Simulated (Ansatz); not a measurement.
Au:

```xyz
2
Lattice="2.8155 0.0000 0.0000 -0.0130 2.8202 0.0000 -1.1379 -1.1854 4.9240" Properties=species:S:1:pos:R:3 pbc="T T T"
Au    1.5740    1.5533    1.3495
Au    0.0907    0.0815    3.5746
```

This isn't the form of Au at room conditions, which is fcc.

- Program: Ansatz 0.2.0
- Task: single point
- Functional: PBE
- Potentials or basis: Ansatz PAW
- Cutoff: 420 eV (not typed: the program's choice for these potentials)
- k mesh: 10 × 10 × 6
- Occupations: fermi-dirac, width 0.05 eV
- Spin: no spin polarisation

On this cell: pressure -0.8 GPa; largest force 0.057 eV/Å; band gap on the k mesh none (metal or under the smearing width).

The same run follows on a disturbed copy (atoms moved at random, drawn with an rms of 0.05 Å):

```
Au
1.0
     2.81549    0.00000    0.00000
    -0.01296    2.82018    0.00000
    -1.13789   -1.18541    4.92401
Au
2
Direct
  0.66698 0.63452 0.27170
  0.32832 0.32418 0.72507
```

What changes?

The energy (extrapolated to zero smearing) moves by +1.8 meV/atom; pressure -0.7 GPa; largest force 0.159 eV/Å; band gap on the k mesh none (metal or under the smearing width).

Forces on the atoms (eV/Å):
```
Au   0.049  0.051  0.142
Au  -0.049 -0.051 -0.142
```

Stress tensor (GPa, compression positive):
```
-1.51  0.13  0.77
 0.13 -1.82  0.33
 0.77  0.33  1.19
```
